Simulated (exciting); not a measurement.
A run of exciting (release sodium) is set up as follows.

The input input.xml:

```xml
<input>
  <title>Ga</title>
  <structure speciespath="./" tshift="false" cartesian="true">
    <crystal scale="5.133403223">
      <basevect>1.000000000005 0.000000000000 0.000000000000</basevect>
      <basevect>0.000000000000 1.000000000005 0.000000000000</basevect>
      <basevect>0.000000000000 0.000000000000 1.000000000005</basevect>
    </crystal>
    <species speciesfile="Ga.xml" rmt="2">
      <atom coord="0.000000000000 0.000000000000 0.000000000000"/>
    </species>
  </structure>
  <groundstate do="fromscratch" ngridk="10 10 10" rgkmax="8" gmaxvr="14" lmaxapw="10" lmaxmat="10" lmaxvr="8" stype="Gaussian" swidth="0.00099958" nempty="16" ValenceRelativity="iora*" epsengy="1e-05" epspot="1e-05" maxscl="60" outputlevel="normal" niterconvcheck="3" fracinr="0.01">
    <libxc exchange="XC_GGA_X_RGE2" correlation="XC_GGA_C_RGE2"/>
    <spin spinorb="true"/>
  </groundstate>
  <properties>
    <bandstructure>
      <plot1d>
        <path steps="80">
          <point coord="0 0 0" label="G"/>
          <point coord="0 0.5 0" label="X"/>
          <point coord="0.5 0.5 0" label="M"/>
          <point coord="0 0 0" label="G"/>
          <point coord="0.5 0.5 0.5" label="R"/>
          <point coord="0 0.5 0" label="X" breakafter="true"/>
          <point coord="0.5 0.5 0" label="M"/>
          <point coord="0.5 0.5 0.5" label="R"/>
        </path>
      </plot1d>
    </bandstructure>
    <dos nwdos="300" winddos="-0.6 0.5" inttype="tetra" ngrdos="100" nsmdos="1"/>
  </properties>
</input>
```

Potentials or basis: all-electron LAPW+lo, shipped species files, valence relativity iora*.

Launch:

```bash
$ OMP_NUM_THREADS=1 exciting_smp
```

Q: What does it give for the band gap on the k mesh?

A: None (metal or under the smearing width).

Levels at the corners of the path, in eV from the Fermi level:
```
point  band 10  band 11  band 12  band 13  band 14  band 15
    Γ   -14.33   -10.58   -10.58     8.76     8.76     9.05
    X   -14.39    -6.18    -6.18    -4.15    -4.15    12.28
    M   -14.29    -1.60    -1.60    -0.75    -0.75    -0.62
    Γ   -14.33   -10.58   -10.58     8.76     8.76     9.05
    R   -14.30     2.45     2.45     2.71     2.71     2.71
    X   -14.39    -6.18    -6.18    -4.15    -4.15    12.28
    M   -14.29    -1.60    -1.60    -0.75    -0.75    -0.62
    R   -14.30     2.45     2.45     2.71     2.71     2.71
```

Caveat: total energies with spin-orbit coupling aren't reliable in this program, so none is listed and the log's shouldn't be used; the tetrahedron DOS on this energy grid can lose part of the weight of narrow d or f bands.
